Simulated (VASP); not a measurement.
# Be3C (P4/mmm) in VASP: settings compared

Aim: see how the results for Be3C move with the level of theory and the settings. Levels: PBE, PBEsol+D3. Tasks: relaxation of cell and atoms, electrostatic potential.

Everything below comes from runs of VASP 6.6.1. Logs are shortened: lines on timing, memory, paths and dates and some standing lists are left out, and cuts for length are marked.

**1. Starting point**

The structure is tetragonal, space group P4/mmm (No. 123). The conventional cell has a = 2.565 Å, b = 2.565 Å, c = 6.686 Å, α = 90.00°, β = 90.00°, γ = 90.00°. Be (site symmetry 4mm) is surrounded by 4 C at 2.40 Å and 8 Be at 2.53 to 2.56 Å. Be (site symmetry 4/mmm) has 12 Be at 2.53 to 2.56 Å as nearest neighbours. C (site symmetry 4/mmm) is surrounded by 8 Be at 2.40 Å and 4 C at 2.56 Å.

The cell was built by a generator and needn't be a form met in nature.

**2. Relaxation of cell and atoms, PBE**

INCAR

```
PREC     = Accurate       # precision mode
ENCUT    = 600            # plane-wave cutoff, eV
EDIFF    = 1E-6           # SCF threshold, eV
ISMEAR   = 0              # smearing method
SIGMA    = 0.05           # smearing width, eV
LREAL    = F              # projectors in reciprocal space
LASPH    = T              # aspherical terms in the spheres
NELM     = 60             # most SCF steps
ALGO     = Normal         # electronic algorithm
ISIF     = 3              # what is computed and relaxed
LWAVE    = F              # write WAVECAR
LCHARG   = F              # write CHGCAR
GGA      = PE             # functional
IBRION   = 2              # ionic algorithm
NSW      = 60             # ionic steps
EDIFFG   = -0.005         # ionic threshold
```

KPOINTS

```
regular mesh
0
Gamma
  10 10 4
```

POSCAR

```
Be3C
1.0
    2.5646348900      0.0000000000      0.0000000000
    0.0000000000      2.5646348900      0.0000000000
    0.0000000000      0.0000000000      6.6864038900
Be C
3 1
Direct
    0.5000000000      0.5000000000      0.7642198200
    0.0000000000      0.0000000000      0.5000000000
    0.5000000000      0.5000000000      0.2357801800
    0.0000000000      0.0000000000      0.0000000000
```

Potentials or basis: VASP PAW PBE potentials, release 64 (Be, C).

On the command line:

```bash
$ cat potpaw_PBE.64/Be/POTCAR potpaw_PBE.64/C/POTCAR > POTCAR
$ mpirun -np 1 vasp_std > vasp.out
```

OUTCAR:

```text
PREC = Accurate
   ENCUT = 600
   EDIFF = 1E-6
   ISMEAR = 0
   LREAL = F
   LASPH = T
   NELM = 60
   ISIF = 3
   GGA = PE
   IBRION = 2
   NSW = 60
   EDIFFG = -0.005

 ion  position               nearest neighbor table
   1  0.500  0.500  0.764-
   2  0.000  0.000  0.500-
   3  0.500  0.500  0.236-
   4  0.000  0.000  0.000-

  LATTYP: Found a simple tetragonal cell.
 ALAT       =     2.5646348900
 C/A-ratio  =     2.6071562530

  Lattice vectors:

 A1 = (   2.5646348900,   0.0000000000,   0.0000000000)
 A2 = (   0.0000000000,   2.5646348900,   0.0000000000)
 A3 = (   0.0000000000,   0.0000000000,   6.6864038900)

Analysis of symmetry for initial positions (statically):
=====================================================================
 Subroutine PRICEL returns:
 Original cell was already a primitive cell.

 Routine SETGRP: Setting up the symmetry group for a
 simple tetragonal supercell.

 Subroutine GETGRP returns: Found 16 space group operations
 (whereof 16 operations were pure point group operations)
 out of a pool of 16 trial point group operations.

The static configuration has the point symmetry D_4h.

Analysis of symmetry for dynamics (positions and initial velocities):
=====================================================================
 Subroutine PRICEL returns:
 Original cell was already a primitive cell.

 Routine SETGRP: Setting up the symmetry group for a
 simple tetragonal supercell.

 Subroutine GETGRP returns: Found 16 space group operations
 (whereof 16 operations were pure point group operations)
 out of a pool of 16 trial point group operations.

The dynamic configuration has the point symmetry D_4h.

 Subroutine INISYM returns: Found 16 space group operations
 (whereof 16 operations are pure point group operations),
 and found     1 'primitive' translations

----------------------------------------------------------------------------------------

                                     Primitive cell

  volume of cell :      43.9788

  direct lattice vectors                    reciprocal lattice vectors
     2.564634890  0.000000000  0.000000000     0.389919050  0.000000000  0.000000000
     0.000000000  2.564634890  0.000000000     0.000000000  0.389919050  0.000000000
     0.000000000  0.000000000  6.686403890     0.000000000  0.000000000  0.149557223

  length of vectors
     2.564634890  2.564634890  6.686403890     0.389919050  0.389919050  0.149557223

  position of ions in fractional coordinates (direct lattice)
     0.500000000  0.500000000  0.764219820
     0.000000000  0.000000000  0.500000000
     0.500000000  0.500000000  0.235780180
     0.000000000  0.000000000  0.000000000

  ion indices of the primitive-cell ions
   primitive index   ion index
                 1           1
                 2           2
                 3           3
                 4           4

----------------------------------------------------------------------------------------

 KPOINTS: regular mesh

Automatic generation of k-mesh.
 Grid dimensions read from file:
 generate k-points for:   10   10    4

 Generating k-lattice:

  Cartesian coordinates                     Fractional coordinates (reciprocal lattice)
     0.038991905  0.000000000  0.000000000     0.100000000  0.000000000  0.000000000
     0.000000000  0.038991905  0.000000000     0.000000000  0.100000000  0.000000000
     0.000000000  0.000000000  0.037389306     0.000000000  0.000000000  0.250000000

  Length of vectors
     0.038991905  0.038991905  0.037389306

  Shift w.r.t. Gamma in fractional coordinates (k-lattice)
     0.000000000  0.000000000  0.000000000

 Subroutine IBZKPT returns following result:
 ===========================================

 Found     63 irreducible k-points:

 Following reciprocal coordinates:
            Coordinates               Weight
  0.000000  0.000000  0.000000      1.000000
  0.100000  0.000000  0.000000      4.000000
  0.200000  0.000000  0.000000      4.000000
  0.300000  0.000000  0.000000      4.000000
  0.400000  0.000000  0.000000      4.000000
  0.500000  0.000000  0.000000      2.000000
[... 16 lines left out ...]
  0.100000  0.000000  0.250000      8.000000
  0.200000  0.000000  0.250000      8.000000
 [... further k-points ...]
   k-points           NKPTS =     63   k-points in BZ     NKDIM =     63   number of bands    NBANDS=      9
   number of dos      NEDOS =    301   number of ions     NIONS =      4
   total plane-waves  NPLWV =  21600
   dimension x,y,z NGX =    20 NGY =   20 NGZ =   54
   dimension x,y,z NGXF=    40 NGYF=   40 NGZF=  108
   ions per type =               3   1
   NGX,Y,Z   is equivalent  to a cutoff of  12.96, 12.96, 13.43 a.u.
   NGXF,Y,Z  is equivalent  to a cutoff of  25.93, 25.93, 26.85 a.u.
 SYSTEM =  unknown system
   PREC   = accura    normal or accurate (medium, high low for compatibility)
   ISTART =      0    job   : 0-new  1-cont  2-samecut
   ICHARG =      2    charge: 1-file 2-atom 10-const
   ISPIN  =      1    spin polarized calculation?
   LNONCOLLINEAR =      F non collinear calculations
   LSORBIT =      F    spin-orbit coupling
   LASPH  =      T    aspherical Exc in radial PAW
   ENCUT  =  600.0 eV  44.10 Ry    6.64 a.u.   5.12  5.12 13.35*2*pi/ulx,y,z
   NELM   =     60;   NELMIN=  2; NELMDL= -5     # of ELM steps
   EDIFF  = 0.1E-05   stopping-criterion for ELM
   LREAL  =      F    real-space projection
   EDIFFG = -.5E-02   stopping-criterion for IOM
   NSW    =     60    number of steps for IOM
   IBRION =      2    ionic relax: 0-MD 1-quasi-New 2-CG
   NFREE  =      1    steps in history (QN), initial steepest desc. (CG)
   ISIF   =      3    stress and relaxation
   ISYM   =      2    0-nonsym 1-usesym 2-fastsym
   POTIM  = 0.5000    time-step for ionic-motion
   TEBEG  =    0.0;   TEEND  =   0.0 temperature during run
   PSTRESS=    0.0 pullay stress
   NELECT =      10.0000    total number of electrons
   NUPDOWN=      -1.0000    fix difference up-down
   EMIN   =  10.00;   EMAX   =-10.00  energy-range for DOS
   EFERMI =   0.00;   METHOD = LEGACY
   ISMEAR =     0;   SIGMA  =   0.05  broadening in eV -4-tet -1-fermi 0-gaus
   EFERMI_NEDOS =   21; number of points for ismear=-14 and -15
   IALGO  =     38    algorithm
   IMIX   =      4    mixing-type and parameters
     AMIX     =   0.40;   BMIX     =  1.00
     AMIX_MAG =   1.60;   BMIX_MAG =  1.00
  volume/ion in A,a.u.               =      10.99        74.20
  Fermi-wavevector in a.u.,A,eV,Ry     =   0.999218  1.888248 13.584556  0.998437
  Thomas-Fermi vector in A             =   2.131494
   LORBIT       =      0    0 simple, 1 ext, 2 COOP (PROOUT), +10 PAW based schemes
   GGA     = PE    functional components
   LHFCALC =     F    Hartree Fock is set to
   AEXX    =    0.0000 exact exchange contribution
   IVDW    =     0    specifies the selected vdW correction
   LEPSILON=     F    determine dielectric tensor
   LRPA    =     F    only Hartree local field effects (RPA)
 conjugate gradient relaxation of ions
 non-spin polarized calculation
 Gauss-broadening in eV      SIGMA  =   0.05
  energy-cutoff  :      600.00
  volume of cell :       43.98
 maximum number of plane-waves:      1487
   NGX = 11   NGY = 11   NGZ = 27

--------------------------------------- Ionic step        1  -------------------------------------------

 number of electron      10.0000000 magnetization

 Free energy of the ion-electron system (eV)
  ---------------------------------------------------
  ext. energy  EPLUGINS =         0.00000000
  ---------------------------------------------------
  free energy    TOTEN  =       -15.46809252 eV

  energy without entropy =      -15.46552127  energy(sigma->0) =      -15.46680690

 E-fermi :   4.2954     XC(G=0):  -9.8358

 val. band max:        4.2840802373   @ k =   0.3000   0.0000   0.0000
 cond. band min:       4.2988027389   @ k =   0.5000   0.1000   0.0000
 fundamental gap:      0.0147225017
 Fermi energy:         4.2953906818

 k-point     1 :       0.0000    0.0000    0.0000
  band No.  band energies     occupation
      1      -8.3575      2.00000
      2      -3.6201      2.00000
      3      -2.8539      2.00000
      4       2.6723      2.00000
      5       6.7921      0.00000
      6       6.7921      0.00000
      7       7.0753      0.00000
      8      12.6092      0.00000
      9      12.6093      0.00000
[... 383 lines left out ...]
  FREE ENERGIE OF THE ION-ELECTRON SYSTEM (eV)
  ---------------------------------------------------
  free  energy   TOTEN  =       -17.1704403030 eV

  energy  without entropy=      -17.1688533974  energy(sigma->0) =      -17.16964685

[... ionic steps 4 to 13 ...]

--------------------------------------- Ionic step       14  -------------------------------------------

 number of electron      10.0000000 magnetization

------------------------ aborting loop because EDIFF is reached ----------------------------------------

  FORCE on cell =-STRESS in cart. coord.  units (eV):
  Direction    XX          YY          ZZ          XY          YZ          ZX
  --------------------------------------------------------------------------------------
  -------------------------------------------------------------------------------------
  Total        0.0334727      0.0334727     -0.0283454      0.0000000      0.0000000     -0.0000000
  in kB        1.7300667      1.7300667     -1.4650587      0.0000000      0.0000000     -0.0000000
  external PRESSURE =       0.6650249 kB  Pullay stress =       0.0000000 kB
[... 61 lines left out ...]
  energy  without entropy=      -17.2914846854  energy(sigma->0) =      -17.29174305

--------------------------------------- Ionic step       16  -------------------------------------------

 number of electron      10.0000000 magnetization

 Free energy of the ion-electron system (eV)
  ---------------------------------------------------
  ext. energy  EPLUGINS =         0.00000000
  ---------------------------------------------------
  free energy    TOTEN  =       -17.29204153 eV

  energy without entropy =      -17.29141773  energy(sigma->0) =      -17.29172963

 E-fermi :   7.5255     XC(G=0): -10.9951

 val. band max:        7.5062693912   @ k =   0.3000   0.1000   0.0000
 cond. band min:       7.5879463993   @ k =   0.4000   0.2000   0.0000
 fundamental gap:      0.0816770081
 Fermi energy:         7.5254736382

 k-point     1 :       0.0000    0.0000    0.0000
  band No.  band energies     occupation
      1      -9.0786      2.00000
      2      -1.8378      2.00000
      3      -1.6422      2.00000
      4       5.2455      2.00000
      5       9.6254      0.00000
      6       9.6254      0.00000
      7      11.5787      0.00000
      8      19.2529      0.00000
      9      19.2529      0.00000
[... 307 lines left out ...]
  FREE ENERGIE OF THE ION-ELECTRON SYSTEM (eV)
  ---------------------------------------------------
  free  energy   TOTEN  =       -17.2920415277 eV

  energy  without entropy=      -17.2914177269  energy(sigma->0) =      -17.29172963

 reached required accuracy - stopping structural energy minimisation
```

It took 95 s on 1 thread of AMD EPYC 9R45 (Zen 5), shared host; peak memory 0.15 GiB.

What came out:

| Quantity | Value |
| --- | --- |
| Free energy | -17.2920 eV |
| Relaxed volume | 7.75 Å³/atom |
| Relaxed cell | a = 2.282 Å, b = 2.282 Å, c = 5.955 Å, α = 90.00°, β = 90.00°, γ = 90.00° |
| Space group after relaxing (to 0.05 Å) | P4/mmm (No. 123) |
| Energy gained by relaxing | 456.0 meV/atom |
| Ionic steps | 16 |
| Pressure after relaxing | 0.0 GPa |
| Band gap on the k mesh | none (metal or under the smearing width) |

Forces on the atoms (eV/Å):
```
Be   0.000  0.000 -0.003
Be   0.000  0.000  0.000
Be   0.000  0.000  0.003
C    0.000  0.000  0.000
```

The path:
| step | energy change (eV) | largest force (eV/Å) | pressure (GPa) | volume (Å³) |
| --- | --- | --- | --- | --- |
| 1 | 0.0000 | 1.0175 | -27.23 | 43.98 |
| 2 | -1.5670 | 0.9018 | -11.41 | 33.12 |
| 3 | -1.7023 | 0.7030 | -0.77 | 30.29 |
| 4 | -1.7042 | 0.6578 | 1.12 | 29.88 |
| 5 | -1.7526 | 0.4527 | 1.74 | 29.87 |
| 6 | -1.7955 | 0.1735 | 3.16 | 29.86 |
| 7 | -1.7989 | 0.1025 | 4.21 | 29.85 |
| 8 | -1.8210 | 0.0921 | -1.05 | 31.18 |
| 9 | -1.8210 | 0.0966 | -0.91 | 31.15 |
| 10 | -1.8227 | 0.1258 | -0.03 | 31.08 |
| 11 | -1.8237 | 0.0349 | -0.32 | 31.10 |
| 12 | -1.8237 | 0.0261 | -0.35 | 31.10 |
| 13 | -1.8237 | 0.0296 | -0.34 | 31.10 |
| 14 | -1.8239 | 0.0089 | 0.07 | 31.00 |
| 15 | -1.8239 | 0.0070 | 0.10 | 30.99 |
| 16 | -1.8239 | 0.0028 | 0.01 | 31.01 |

Final structure:
```
Be C
1.0
     2.28173    0.00000    0.00000
     0.00000    2.28173    0.00000
     0.00000    0.00000    5.95544
Be C
3 1
Direct
  0.50000 0.50000 0.79989
  0.00000 0.00000 0.50000
  0.50000 0.50000 0.20011
  0.00000 0.00000 0.00000
```

Levels at points of the mesh, in eV from the Fermi level:
```
           k point  band 3  band 4  band 5  band 6  band 7  band 8
(0.00, 0.00, 0.00)   -9.17   -2.28    2.10    2.10    4.05   11.73
(0.50, 0.00, 0.00)   -6.43   -4.60   -1.89    0.28    3.21    4.45
(0.50, 0.50, 0.00)   -6.45   -0.93    0.69    0.69    1.18    1.18
(0.00, 0.00, 0.50)   -5.77   -5.65    2.11    2.11    7.68   10.67
(0.50, 0.00, 0.50)   -6.63   -4.80   -0.16    0.59    1.58    3.93
(0.50, 0.50, 0.50)   -6.40   -0.88   -0.81   -0.81    1.85    4.16
```

Caveat: the volume moved by over 15 % at a fixed basis, so the end points are rough.

**3. Electrostatic potential, PBEsol+D3**

INCAR

```
SYSTEM = Be3C
ALGO = Normal
EDIFF = 1E-6
ENCUT = 520
GGA = PS
ISIF = 2
ISMEAR = 0
IVDW = 11
LASPH = .TRUE.
LCHARG = .TRUE.
LREAL = .FALSE.
LVHAR = .TRUE.
LWAVE = .FALSE.
NBANDS = 7
NELM = 80
PREC = Accurate
SIGMA = 0.01
```

Be3C.cif

```cif
data_Be3C
_cell_length_a 2.56463489
_cell_length_b 2.56463489
_cell_length_c 6.68640389
_cell_angle_alpha 90.00000000
_cell_angle_beta 90.00000000
_cell_angle_gamma 90.00000000
_space_group_name_H-M_alt 'P4/mmm'
_space_group_name_Hall '-P 4 2'
_space_group_IT_number 123
loop_
_space_group_symop_operation_xyz
'x,y,z'
'-x,-y,-z'
'-y,x,z'
'y,-x,-z'
'-x,-y,z'
'x,y,-z'
'y,-x,z'
'-y,x,-z'
'x,-y,-z'
'-x,y,z'
'-y,-x,-z'
'y,x,z'
'-x,y,-z'
'x,-y,z'
'y,x,-z'
'-y,-x,z'
loop_
_atom_site_label
_atom_site_type_symbol
_atom_site_symmetry_multiplicity
_atom_site_Wyckoff_symbol
_atom_site_fract_x
_atom_site_fract_y
_atom_site_fract_z
_atom_site_occupancy
Be1 Be 2 h 0.5000000000 0.5000000000 0.7642198200 1
Be2 Be 1 b 0.0000000000 0.0000000000 0.5000000000 1
C1 C 1 a 0.0000000000 0.0000000000 0.0000000000 1
```

KPOINTS

```
k-points
0
G
  10 10 4
  0 0 0
```

POSCAR

```
Be C 
 1.0000000000000000
     2.5646348899999998    0.0000000000000000    0.0000000000000000
     0.0000000000000000    2.5646348899999998    0.0000000000000000
     0.0000000000000000    0.0000000000000000    6.6864038900000002
 Be  C  
   3   1
Cartesian
  1.2823174449999997  1.2823174449999997  5.1098823772630988
  1.2823174449999999  1.2823174449999999  1.5765215127369010
  0.0000000000000000  0.0000000000000000  3.3432019449999997
  0.0000000000000000  0.0000000000000000  0.0000000000000000
```

Potentials or basis: VASP PAW PBE potentials, release 64 (Be, C).

On the command line:

```bash
$ ase convert -i cif -o vasp Be3C.cif POSCAR
$ cat potpaw_PBE.64/Be/POTCAR potpaw_PBE.64/C/POTCAR > POTCAR
$ mpirun -np 1 vasp_std > vasp.out
```

Run time: 9.4 s. Hardware: 1 thread of AMD EPYC 9R45 (Zen 5), shared host; peak memory 0.14 GiB.

Results (log left out):

```
Free energy                : -16.9563 eV
Pressure                   : -29.7 GPa
Largest force              : 1.069 eV/Å
Band gap on the k mesh     : none (metal or under the smearing width)
Dispersion energy per atom : -0.105 eV
```

Forces on the atoms (eV/Å):
```
Be   0.000  0.000  1.069
Be   0.000  0.000 -1.069
Be   0.000  0.000  0.000
C    0.000  0.000  0.000
```

Stress tensor (GPa, compression positive):
```
-28.00   0.00   0.00
  0.00 -28.00   0.00
  0.00   0.00 -33.16
```

Levels at points of the mesh, in eV from the Fermi level:
| k point | band 2 | band 3 | band 4 | band 5 | band 6 | band 7 |
| --- | --- | --- | --- | --- | --- | --- |
| (0.00, 0.00, 0.00) | -7.93 | -7.18 | -1.64 | 2.50 | 2.50 | 2.79 |
| (0.50, 0.00, 0.00) | -5.88 | -4.25 | -3.86 | -2.70 | -0.10 | 2.23 |
| (0.50, 0.50, 0.00) | -3.46 | -3.46 | -0.04 | 0.14 | 0.14 | 1.36 |
| (0.00, 0.00, 0.50) | -8.78 | -4.65 | -4.39 | 2.51 | 2.51 | 6.01 |
| (0.50, 0.00, 0.50) | -5.78 | -4.75 | -4.20 | -0.97 | 0.04 | 1.35 |
| (0.50, 0.50, 0.50) | -3.33 | -3.33 | -0.88 | -0.88 | -0.04 | 2.74 |

Caveat: a pressure of tens of GPa on the cell as given is suspect, and the run, the potentials or the cell itself is likely at fault; the PAW data sets were made with another functional, which shifts forces and pressure a little; pairwise dispersion overbinds metals, which lowers pressure and volume.

**4. For comparison**

An earlier run on the cell as given: functional PBE; potentials or basis VASP PAW PBE potentials, release 64 (Be, C); cutoff 520 eV; k mesh 10 × 10 × 4; occupations fermi-dirac, width 0.05 eV; no spin polarisation.

- Pressure: -27.2 GPa
- Largest force: 0.997 eV/Å
- Band gap on the k mesh: none (metal or under the smearing width)

**5. Summary**

| task | level | cell | cutoff (eV) | smearing | other keys | gap on the mesh (eV) | pressure (GPa) | largest force (eV/Å) |
| --- | --- | --- | --- | --- | --- | --- | --- | --- |
| relaxation of cell and atoms | PBE | relaxed | 600 | gaussian 0.05 eV | - | none | 0.0 | - |
| electrostatic potential | PBEsol+D3 | as given | 520 | gaussian 0.01 eV | NBANDS = 7 | none | -29.7 | 1.07 |
| single point | PBE | as given | 520 | fermi-dirac 0.05 eV | - | none | -27.2 | 1.00 |

Alike in all rows: potentials or basis VASP PAW PBE potentials, release 64 (Be, C); no spin polarisation; k mesh 10 × 10 × 4.

Caveats: the volume moved by over 15 % at a fixed basis, so the end points are rough (some runs); a pressure of tens of GPa on the cell as given is suspect, and the run, the potentials or the cell itself is likely at fault (some runs); the PAW data sets were made with another functional, which shifts forces and pressure a little (some runs); pairwise dispersion overbinds metals, which lowers pressure and volume (some runs); so large a pressure means that the cell lies far from this level's equilibrium, or that cutoff or potentials fall short (some runs).

Total energies depend on the potentials used, so only differences within one code and one set of settings carry meaning.
